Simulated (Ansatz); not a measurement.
Geometry optimisation in Ansatz: input, command and trajectory.

```yaml
crystal:
  lattice:
    - [4.6275242932, 0.0, 0.0]
    - [0.0, 4.6275242932, 0.0]
    - [0.0, 0.0, 3.2283697468]
  atoms:
    - { symbol: Ir, position: [0.0, 0.0, 0.0] }
    - { symbol: Ir, position: [0.5, 0.5, 0.5] }
    - { symbol: O, position: [0.308243011, 0.308243011, 0.0] }
    - { symbol: O, position: [0.191756989, 0.808243011, 0.5] }
    - { symbol: O, position: [0.691756989, 0.691756989, 0.0] }
    - { symbol: O, position: [0.808243011, 0.191756989, 0.5] }
basis:
  ecutwfc: 420
kpoints:
  mp_grid: { grid: [8, 8, 12] }
hamiltonian:
  xc: pbe
scf:
  occupations: { method: gaussian, width: 0.1 }
output:
  forces: true
  stress: true
  eigenvalues: true
relax:
  adjacent_minimum: "off"
  f_tol: 0.01
  max_steps: 30
  cell: { stress_tol: 0.1, fix: [volume] }
```

```bash
ansatz run input.yaml --threads 2 --pin off --max-ram 5120MiB --backend cpu --events-out ev --progress --plain --runs-dir out
```

The calculation used DFT PBE, scalar-relativistic, plane waves, PAW in Ansatz.

The volume is held at 1.06 times that of the relaxed cell.

Of 5 frames 4 are shown, positions in Å and forces in eV/Å; the SCF threshold varies from step to step. Steps run on the plane waves of an earlier cell, with a Pulay correction in the pressure. The basis is chosen afresh for the last frame, the zero of the energies, and at times for earlier ones too; energy and pressure step there, also at an unchanged geometry.

```xyz
6
Lattice="4.6275 0.0000 0.0000 0.0000 4.6275 0.0000 0.0000 0.0000 3.2284" Properties=species:S:1:pos:R:3:forces:R:3 pbc="T T T" step=1 free_energy_over_end_meV_per_atom=0.38 pressure_GPa=-13.64
Ir    0.0000    0.0000    0.0000    0.0000    0.0000    0.0000
Ir    2.3138    2.3138    1.6142    0.0000    0.0000    0.0000
O     1.4264    1.4264    0.0000    0.0384    0.0384    0.0000
O     0.8874    3.7402    1.6142   -0.0384    0.0384    0.0000
O     3.2011    3.2011    0.0000   -0.0384   -0.0384    0.0000
O     3.7402    0.8874    1.6142    0.0384   -0.0384    0.0000
6
Lattice="4.6411 0.0000 0.0000 0.0000 4.6411 0.0000 0.0000 0.0000 3.2095" Properties=species:S:1:pos:R:3:forces:R:3 pbc="T T T" step=2 free_energy_over_end_meV_per_atom=0.10 pressure_GPa=-13.26
Ir    0.0000    0.0000    0.0000    0.0000    0.0000    0.0000
Ir    2.3206    2.3206    1.6047    0.0000    0.0000    0.0000
O     1.4280    1.4280    0.0000    0.0411    0.0411    0.0000
O     0.8926    3.7486    1.6047   -0.0411    0.0411    0.0000
O     3.2131    3.2131    0.0000   -0.0411   -0.0411    0.0000
O     3.7486    0.8926    1.6047    0.0411   -0.0411    0.0000
6
Lattice="4.6377 0.0000 0.0000 0.0000 4.6377 0.0000 0.0000 0.0000 3.2143" Properties=species:S:1:pos:R:3:forces:R:3 pbc="T T T" step=3 free_energy_over_end_meV_per_atom=0.02 pressure_GPa=-13.33
Ir    0.0000    0.0000    0.0000    0.0000    0.0000    0.0000
Ir    2.3188    2.3188    1.6071    0.0000    0.0000    0.0000
O     1.4287    1.4287    0.0000    0.0164    0.0164    0.0000
O     0.8902    3.7475    1.6071   -0.0164    0.0164    0.0000
O     3.2090    3.2090    0.0000   -0.0164   -0.0164    0.0000
O     3.7475    0.8902    1.6071    0.0164   -0.0164    0.0000
6
Lattice="4.6375 0.0000 0.0000 0.0000 4.6375 0.0000 0.0000 0.0000 3.2145" Properties=species:S:1:pos:R:3:forces:R:3 pbc="T T T" step=5 free_energy_over_end_meV_per_atom=0.00 pressure_GPa=-13.31
Ir    0.0000    0.0000    0.0000    0.0000    0.0000    0.0000
Ir    2.3188    2.3188    1.6072    0.0000    0.0000    0.0000
O     1.4293    1.4293    0.0000    0.0020    0.0020    0.0000
O     0.8895    3.7481    1.6072   -0.0020    0.0020    0.0000
O     3.2082    3.2082    0.0000   -0.0020   -0.0020    0.0000
O     3.7481    0.8895    1.6072    0.0020   -0.0020    0.0000
```

The run took 36 s on 2 threads of Intel(R) Xeon(R) Platinum 8259CL CPU @ 2.50GHz (Skylake/Cascade Lake) (shared host), peak memory 0.56 GiB.

Spin–orbit coupling is left out, which can shift energies with elements as heavy as these.